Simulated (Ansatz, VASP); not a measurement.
One calculation of Si2W, two programs

```xyz
3
Lattice="3.1482 0.0000 0.0000 0.0000 3.1482 0.0000 -1.5741 -1.5741 3.8350" Properties=species:S:1:pos:R:3 pbc="T T T"
Si    0.0000    0.0000    2.5672
Si    1.5741    1.5741    1.2679
W     0.0000    0.0000    0.0000
```

Alike in both runs: task single point; functional PBE; k mesh 12 × 12 × 12; occupations gaussian, width 0.05 eV; no spin polarisation.

|  | VASP | Ansatz |
| --- | --- | --- |
| version | VASP 6.6.1 | Ansatz 0.2.0 |
| potentials or method | VASP PAW PBE potentials, release 64 (Si, W_sv) | scalar-relativistic, plane waves, PAW |
| plane-wave cutoff (eV) | 520 | 420 |
| valence electrons in the cell | 22 | 22 |

|  | VASP | Ansatz | Ansatz less VASP |
| --- | --- | --- | --- |
| gap on the k mesh at the Fermi level (eV) | none | none | - |
| pressure (GPa) | 20.1 | 19.9 | -0.14 |
| largest component of the traceless stress (GPa) | 1.88 | 1.96 | +0.081 |
| rms of the force components (eV/Å) | 0.126 | 0.124 | -0.0019 |

Atom by atom the forces differ by 0.002 eV/Å (rms over components). A gap of «none» marks a metal or a gap that the smearing closes.

Caveats: so large a pressure means that the cell lies far from this level's equilibrium, or that cutoff or potentials fall short (VASP). The runs have no spin-orbit coupling, so splittings on W are missing.
